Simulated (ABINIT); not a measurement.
**MgTe in ABINIT: the effect of functional**

The system is MgTe.

```
CELL_PARAMETERS angstrom
0.00000 3.23200 3.23200
3.23200 0.00000 3.23200
3.23200 3.23200 0.00000
ATOMIC_POSITIONS crystal
Te 0.25000 0.25000 0.25000
Mg 0.00000 0.00000 0.00000
```

The cell comes from a database or a generator and needn't be the stable form of this composition.

Alike in all runs:

- Program: ABINIT 10.8.3 (patched build)
- Task: single point
- Potentials or basis: JTH PAW PBE v2.0
- Cutoff: 626 eV
- k mesh: 7 × 7 × 7
- Occupations: fermi-dirac, width 0.05 eV
- Spin: no spin polarisation

| functional | gap on the mesh (eV) | pressure (GPa) |
| --- | --- | --- |
| LDA | 2.19 | -1.4 |
| PBEsol | 2.31 | -0.3 |
| RPBE | 2.61 | 1.9 |
| BLYP | 2.50 | 2.1 |
| AM05 | ? | ? |
| revPBE | 2.57 | 1.7 |
| PW91 | 2.41 | 0.7 |
| WC | 2.30 | -0.3 |

Q: What does the run with functional AM05 give?

A: gap on the mesh 2.42 eV; pressure 0.1 GPa.

Caveats: the PAW data sets were made with another functional, which shifts forces and pressure a little; spin-orbit coupling is left out, which moves the levels of the heavy elements; an odd mesh through Γ misses points on the zone boundary, where band edges often lie (some runs).

Runs at the PBE level aren't shown here.
